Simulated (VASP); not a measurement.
# Sb (Pm-3m) in VASP: settings compared, part 2 of 2

VASP 6.6.1. The steps go on from the part before.

## (6) Single point, r2SCAN

Contents of INCAR:

```
PREC = Accurate
ENCUT = 520
EDIFF = 1E-6
ISMEAR = 0
SIGMA = 0.1
LREAL = False
LASPH = True
NELM = 80
ALGO = Normal
ISIF = 2
LWAVE = False
LCHARG = True
METAGGA = R2SCAN
LMIXTAU = True
LELF = True
LVHAR = True
```

Contents of KPOINTS:

```
Automatic mesh
0
Gamma
  14 14 14
```

Contents of POSCAR:

```
Sb
1.0
    3.0633500000      0.0000000000      0.0000000000
    0.0000000000      3.0633500000      0.0000000000
    0.0000000000      0.0000000000      3.0633500000
Sb
1
Direct
    0.0000000000      0.0000000000      0.0000000000
```

Potentials or basis: VASP PAW PBE potentials, release 64 (Sb).

Launch:

```sh
> cat potpaw_PBE.64/Sb/POTCAR > POTCAR
> mpirun -np 1 vasp_std > vasp.out
```

OUTCAR:

```text
PREC = Accurate
   ENCUT = 520
   EDIFF = 1E-6
   ISMEAR = 0
   LREAL = False
   LASPH = True
   NELM = 80
   ISIF = 2
   METAGGA = R2SCAN

 ion  position               nearest neighbor table
   1  0.000  0.000  0.000-

  LATTYP: Found a simple cubic cell.
 ALAT       =     3.0633500000

  Lattice vectors:

 A1 = (   3.0633500000,   0.0000000000,   0.0000000000)
 A2 = (   0.0000000000,   3.0633500000,   0.0000000000)
 A3 = (   0.0000000000,   0.0000000000,   3.0633500000)

Analysis of symmetry for initial positions (statically):
=====================================================================
 Subroutine PRICEL returns:
 Original cell was already a primitive cell.

 Routine SETGRP: Setting up the symmetry group for a
 simple cubic supercell.

 Subroutine GETGRP returns: Found 48 space group operations
 (whereof 48 operations were pure point group operations)
 out of a pool of 48 trial point group operations.

The static configuration has the point symmetry O_h .

Analysis of symmetry for dynamics (positions and initial velocities):
=====================================================================
 Subroutine PRICEL returns:
 Original cell was already a primitive cell.

 Routine SETGRP: Setting up the symmetry group for a
 simple cubic supercell.

 Subroutine GETGRP returns: Found 48 space group operations
 (whereof 48 operations were pure point group operations)
 out of a pool of 48 trial point group operations.

The dynamic configuration has the point symmetry O_h .

 Subroutine INISYM returns: Found 48 space group operations
 (whereof 48 operations are pure point group operations),
 and found     1 'primitive' translations

----------------------------------------------------------------------------------------

                                     Primitive cell

  volume of cell :      28.7468

  direct lattice vectors                    reciprocal lattice vectors
     3.063350000  0.000000000  0.000000000     0.326440008  0.000000000  0.000000000
     0.000000000  3.063350000  0.000000000     0.000000000  0.326440008  0.000000000
     0.000000000  0.000000000  3.063350000     0.000000000  0.000000000  0.326440008

  length of vectors
     3.063350000  3.063350000  3.063350000     0.326440008  0.326440008  0.326440008

  position of ions in fractional coordinates (direct lattice)
     0.000000000  0.000000000  0.000000000

  ion indices of the primitive-cell ions
   primitive index   ion index
                 1           1

----------------------------------------------------------------------------------------

 KPOINTS: Automatic mesh

Automatic generation of k-mesh.
 Grid dimensions read from file:
 generate k-points for:   14   14   14

 Generating k-lattice:

  Cartesian coordinates                     Fractional coordinates (reciprocal lattice)
     0.023317143  0.000000000  0.000000000     0.071428571  0.000000000  0.000000000
     0.000000000  0.023317143  0.000000000     0.000000000  0.071428571  0.000000000
     0.000000000  0.000000000  0.023317143     0.000000000  0.000000000  0.071428571

  Length of vectors
     0.023317143  0.023317143  0.023317143

  Shift w.r.t. Gamma in fractional coordinates (k-lattice)
     0.000000000  0.000000000  0.000000000

 Subroutine IBZKPT returns following result:
 ===========================================

 Found    120 irreducible k-points:

 Following reciprocal coordinates:
            Coordinates               Weight
  0.000000  0.000000  0.000000      1.000000
  0.071429  0.000000  0.000000      6.000000
  0.142857  0.000000  0.000000      6.000000
  0.214286  0.000000  0.000000      6.000000
  0.285714  0.000000  0.000000      6.000000
  0.357143  0.000000  0.000000      6.000000
[... 16 lines left out ...]
  0.285714  0.214286  0.000000     24.000000
  0.357143  0.214286  0.000000     24.000000
 [... further k-points ...]
   k-points           NKPTS =    120   k-points in BZ     NKDIM =    120   number of bands    NBANDS=      6
   number of dos      NEDOS =    301   number of ions     NIONS =      1
   total plane-waves  NPLWV =  13824
   dimension x,y,z NGX =    24 NGY =   24 NGZ =   24
   dimension x,y,z NGXF=    48 NGYF=   48 NGZF=   48
   ions per type =               1
   NGX,Y,Z   is equivalent  to a cutoff of  13.02, 13.02, 13.02 a.u.
   NGXF,Y,Z  is equivalent  to a cutoff of  26.05, 26.05, 26.05 a.u.
 SYSTEM =  unknown system
   PREC   = accura    normal or accurate (medium, high low for compatibility)
   ISTART =      0    job   : 0-new  1-cont  2-samecut
   ICHARG =      2    charge: 1-file 2-atom 10-const
   ISPIN  =      1    spin polarized calculation?
   LNONCOLLINEAR =      F non collinear calculations
   LSORBIT =      F    spin-orbit coupling
   LASPH  =      T    aspherical Exc in radial PAW
   ENCUT  =  520.0 eV  38.22 Ry    6.18 a.u.   5.70  5.70  5.70*2*pi/ulx,y,z
   NELM   =     80;   NELMIN=  2; NELMDL= -5     # of ELM steps
   EDIFF  = 0.1E-05   stopping-criterion for ELM
   LREAL  =      F    real-space projection
   EDIFFG = 0.1E-04   stopping-criterion for IOM
   NSW    =      0    number of steps for IOM
   IBRION =     -1    ionic relax: 0-MD 1-quasi-New 2-CG
   NFREE  =      0    steps in history (QN), initial steepest desc. (CG)
   ISIF   =      2    stress and relaxation
   ISYM   =      2    0-nonsym 1-usesym 2-fastsym
   POTIM  = 0.5000    time-step for ionic-motion
   TEBEG  =    0.0;   TEEND  =   0.0 temperature during run
   PSTRESS=    0.0 pullay stress
   NELECT =       5.0000    total number of electrons
   NUPDOWN=      -1.0000    fix difference up-down
   EMIN   =  10.00;   EMAX   =-10.00  energy-range for DOS
   EFERMI =   0.00;   METHOD = LEGACY
   ISMEAR =     0;   SIGMA  =   0.10  broadening in eV -4-tet -1-fermi 0-gaus
   EFERMI_NEDOS =   21; number of points for ismear=-14 and -15
   IALGO  =     38    algorithm
   IMIX   =      4    mixing-type and parameters
     AMIX     =   0.40;   BMIX     =  1.00
     AMIX_MAG =   1.60;   BMIX_MAG =  1.00
  volume/ion in A,a.u.               =      28.75       193.99
  Fermi-wavevector in a.u.,A,eV,Ry     =   0.913836  1.726899 11.362171  0.835096
  Thomas-Fermi vector in A             =   2.038393
   LORBIT       =      0    0 simple, 1 ext, 2 COOP (PROOUT), +10 PAW based schemes
   METAGGA = R2SCAN    functional components
   LHFCALC =     F    Hartree Fock is set to
   AEXX    =    0.0000 exact exchange contribution
   IVDW    =     0    specifies the selected vdW correction
   LEPSILON=     F    determine dielectric tensor
   LRPA    =     F    only Hartree local field effects (RPA)
 non-spin polarized calculation
 Gauss-broadening in eV      SIGMA  =   0.10
  energy-cutoff  :      520.00
  volume of cell :       28.75
 maximum number of plane-waves:       804
 NGX is ok and might be reduce to    24
   NGX = 11   NGY = 11   NGZ = 11

 number of electron       4.9999999 magnetization

 Free energy of the ion-electron system (eV)
  ---------------------------------------------------
  ext. energy  EPLUGINS =         0.00000000
  ---------------------------------------------------
  free energy    TOTEN  =       -25.64205792 eV

  energy without entropy =      -25.63878569  energy(sigma->0) =      -25.64042180

 E-fermi :   7.5076     XC(G=0): -10.2743

 val. band max:        7.4978489275   @ k =   0.5000   0.2857   0.2857
 cond. band min:       7.5180353819   @ k =   0.2857   0.2143   0.0000
 fundamental gap:      0.0201864544
 Fermi energy:         7.5076166809

 k-point     1 :       0.0000    0.0000    0.0000
  band No.  band energies     occupation
      1      -5.7377      2.00000
      2      11.0798      0.00000
      3      11.0798      0.00000
      4      11.0798      0.00000
      5      14.8185      0.00000
      6      14.8185      0.00000

 k-point     2 :       0.0714    0.0000    0.0000
  band No.  band energies     occupation
      1      -5.6566      2.00000
      2      10.0479      0.00000
      3      11.1612      0.00000
      4      11.1612      0.00000
      5      14.8807      0.00000
      6      15.5347      0.00000
[... 190 lines left out ...]
 k-point    24 :       0.3571    0.2143    0.0000
  band No.  band energies     occupation
      1      -3.1465      2.00000
      2       3.6518      2.00000
      3       8.0385      0.00000
      4      13.4756      0.00000
      5      15.0981      0.00000
      6      17.7726      0.00000

 [... further k-points ...]

------------------------ aborting loop because EDIFF is reached ----------------------------------------

  FORCE on cell =-STRESS in cart. coord.  units (eV):
  Direction    XX          YY          ZZ          XY          YZ          ZX
  --------------------------------------------------------------------------------------
  -------------------------------------------------------------------------------------
  Total        0.2687937      0.2687937      0.2687937      0.0000000      0.0000000     -0.0000000
  in kB       14.9809648     14.9809648     14.9809648      0.0000000      0.0000000     -0.0000000
  external PRESSURE =      14.9809648 kB  Pullay stress =       0.0000000 kB

 VOLUME and BASIS-vectors are now :
 -----------------------------------------------------------------------------
  energy-cutoff  :      520.00
  volume of cell :       28.75
      direct lattice vectors                 reciprocal lattice vectors
     3.063350000  0.000000000  0.000000000     0.326440008  0.000000000  0.000000000
     0.000000000  3.063350000  0.000000000     0.000000000  0.326440008  0.000000000
     0.000000000  0.000000000  3.063350000     0.000000000  0.000000000  0.326440008

 POSITION                                       TOTAL-FORCE (eV/Angst)
 -----------------------------------------------------------------------------------
      0.00000      0.00000      0.00000         0.000000      0.000000      0.000000
 -----------------------------------------------------------------------------------
    total drift:                                0.000000     -0.000000      0.000000

  FREE ENERGIE OF THE ION-ELECTRON SYSTEM (eV)
  ---------------------------------------------------
  free  energy   TOTEN  =       -25.6420579168 eV

  energy  without entropy=      -25.6387856915  energy(sigma->0) =      -25.64042180
```

OSZICAR:

```text
N       E                     dE             d eps       ncg     rms          rms(c)
DAV:   1    -0.123962652949E+02   -0.12396E+02   -0.16523E+03  1458   0.554E+02
DAV:   2    -0.259763976569E+02   -0.13580E+02   -0.13144E+02  2070   0.780E+01
DAV:   3    -0.262226321393E+02   -0.24623E+00   -0.24241E+00  1680   0.114E+01
DAV:   4    -0.262241913219E+02   -0.15592E-02   -0.15491E-02  2124   0.107E+00
DAV:   5    -0.262241942519E+02   -0.29300E-05   -0.29299E-05  1800   0.366E-02    0.179E+00
DAV:   6    -0.255726612630E+02    0.65153E+00   -0.14825E-01  1662   0.309E+00    0.130E+00
DAV:   7    -0.259754803089E+02   -0.40282E+00   -0.10173E-01  1500   0.275E+00    0.299E-01
DAV:   8    -0.256405522247E+02    0.33493E+00   -0.91758E-02  1542   0.264E+00    0.637E-02
DAV:   9    -0.256392549196E+02    0.12973E-02   -0.77656E-04  1890   0.276E-01    0.660E-02
DAV:  10    -0.256390238527E+02    0.23107E-03   -0.21699E-04  1638   0.177E-01    0.465E-02
DAV:  11    -0.256416993736E+02   -0.26755E-02   -0.78349E-04  1608   0.357E-01    0.109E-01
DAV:  12    -0.256419386540E+02   -0.23928E-03   -0.22214E-04  1590   0.162E-01    0.180E-01
DAV:  13    -0.256420131866E+02   -0.74533E-04   -0.27977E-05  1596   0.665E-02    0.114E-01
DAV:  14    -0.256420515313E+02   -0.38345E-04   -0.19013E-05  1680   0.509E-02    0.455E-02
DAV:  15    -0.256420556830E+02   -0.41517E-05   -0.86556E-06  1536   0.349E-02    0.414E-03
DAV:  16    -0.256420571611E+02   -0.14781E-05   -0.29021E-07  1350   0.750E-03    0.156E-03
DAV:  17    -0.256420579168E+02   -0.75572E-06   -0.47352E-07  1482   0.783E-03
   1 F= -.25642058E+02 E0= -.25640422E+02  d E =-.327223E-02
```

stdout:

```text
POSCAR found type information on POSCAR Sb
 POSCAR found :  1 types and       1 ions
 scaLAPACK will be used
 -----------------------------------------------------------------------------
|                                                                             |
|                                                                             |
|     You enforced a specific xc type in the INCAR file but a different       |
|     I HOPE YOU KNOW WHAT YOU ARE DOING!                                     |
|                                                                             |
 -----------------------------------------------------------------------------

 LDA part: xc-table for (None), standard interpolation
 POSCAR, INCAR and KPOINTS ok, starting setup
 FFT: planning ... GRIDC
 FFT: planning ... GRID_SOFT
 FFT: planning ... GRID
 WAVECAR not read
 entering main loop
```

It took 22 s on 1 thread of Intel Xeon 6975P-C (Granite Rapids), shared host; peak memory 0.15 GiB.

Results:

| Property | Result |
| --- | --- |
| Free energy | -25.6421 eV |
| Pressure | 1.5 GPa |
| Band gap on the k mesh | none (metal or under the smearing width) |

Caveat: the PAW data sets were made with another functional, which shifts forces and pressure a little. The run has no spin-orbit coupling, so splittings on Sb are missing.

## (7) Overview

```tsv
level	k mesh	cutoff (eV)	smearing	gap on the mesh (eV)	pressure (GPa)
PBEsol	14 × 14 × 14	700	gaussian 0.1 eV	none	0.0
PBEsol	20 × 20 × 20	520	gaussian 0.1 eV	none	-0.1
PBEsol	14 × 14 × 14	520	gaussian 0.5 eV	none	0.1
PBEsol	14 × 14 × 14	900	gaussian 0.1 eV	none	0.0
r2SCAN	14 × 14 × 14	520	gaussian 0.1 eV	none	1.5
```

Alike in all rows: task single point; potentials or basis VASP PAW PBE potentials, release 64 (Sb); no spin polarisation; cell as given.

Every run on the cell as given and a fine mesh finds a metal. The pressure there spans -0.1 GPa (PBEsol) to 1.5 GPa (r2SCAN); a positive pressure means that this level wants a larger cell, a negative one a smaller.

Caveats: the PAW data sets were made with another functional, which shifts forces and pressure a little.

Absolute energies hang on the potentials; compare differences alone.
